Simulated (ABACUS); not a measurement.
# CdS in ABACUS: the effect of functional

CdS:

```
CELL_PARAMETERS angstrom
4.34474 0.00000 0.00000
-2.17237 3.76266 0.00000
0.00000 0.00000 5.91801
ATOMIC_POSITIONS crystal
Cd 0.00000 0.00000 0.44269
S 0.66667 0.33333 0.43431
```

Measurements of this composition are mostly on another form, of space group No. 186.

The cell isn't the ideal one: volume scaled by 1.06.

Alike in all runs:

| Item | Value |
| --- | --- |
| Program | ABACUS 3.10.1 |
| Task | equation of state |
| Potentials or basis | SG15 ONCV 1.2 PBE |
| Cutoff | 1401 eV |
| Density cutoff | 5606 eV |
| Basis | DZP LCAO (the cutoffs set its grid) |
| k mesh | 5 × 5 × 4 |
| Occupations | fermi-dirac, width 0.05 eV |
| Spin | no spin polarisation |

| functional | gap on the mesh (eV) | pressure (GPa) | largest force (eV/Å) |
| --- | --- | --- | --- |
| LDA | ? | ? | ? |
| PBEsol | 1.40 | -2.5 | 0.02 |
| r2SCAN | 1.88 | -2.1 | 0.02 |

Task: What does the run with functional LDA give?

Result: gap on the mesh 1.20 eV; pressure -3.5 GPa; largest force 0.03 eV/Å.

Caveats: the atomic orbitals were generated for these runs and aren't a published set; the potentials were made for another functional, which shifts forces and pressure; an odd mesh through Γ misses points on the zone boundary, where band edges often lie; the basis of atomic orbitals isn't converged, which shifts pressures, moduli and gaps.
